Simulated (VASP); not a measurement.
BaTe:

```
Ba Te
1.0
     0.00000    3.54492    3.54492
     3.54492    0.00000    3.54492
     3.54492    3.54492    0.00000
Ba Te
1 1
Cartesian
  0.0000 0.0000 0.0000
  3.5449 3.5449 3.5449
```

The cell comes from a database or a generator and needn't be the stable form of this composition.

- Program: VASP 6.6.1
- Task: relaxation of cell and atoms
- Functional: PBE
- Dispersion: D3(BJ)
- Potentials or basis: VASP PAW PBE potentials, release 64 (Ba_sv, Te)
- Cutoff: 600 eV
- k mesh: 8 × 8 × 8
- Occupations: gaussian, width 0.02 eV
- Spin: no spin polarisation

At the start: pressure -1.2 GPa; volume 44.55 Å³/atom.

Where does the relaxation end?

Over 3 steps the energy falls by 6.7 meV/atom and the volume is 42.76 Å³/atom (-4.0 %); space group Fm-3m (No. 225, to 0.05 Å).

The path:
| step | energy change (eV) | largest force (eV/Å) | pressure (GPa) | volume (Å³) |
| --- | --- | --- | --- | --- |
| 1 | 0.0000 | 0.0000 | -1.16 | 89.09 |
| 2 | -0.0132 | 0.0000 | 0.20 | 85.00 |
| 3 | -0.0135 | 0.0000 | 0.00 | 85.52 |

Final structure:
```
CELL_PARAMETERS angstrom
0.00000 3.49689 3.49689
3.49689 0.00000 3.49689
3.49689 3.49689 0.00000
ATOMIC_POSITIONS crystal
Ba 0.00000 0.00000 0.00000
Te 0.50000 0.50000 0.50000
```
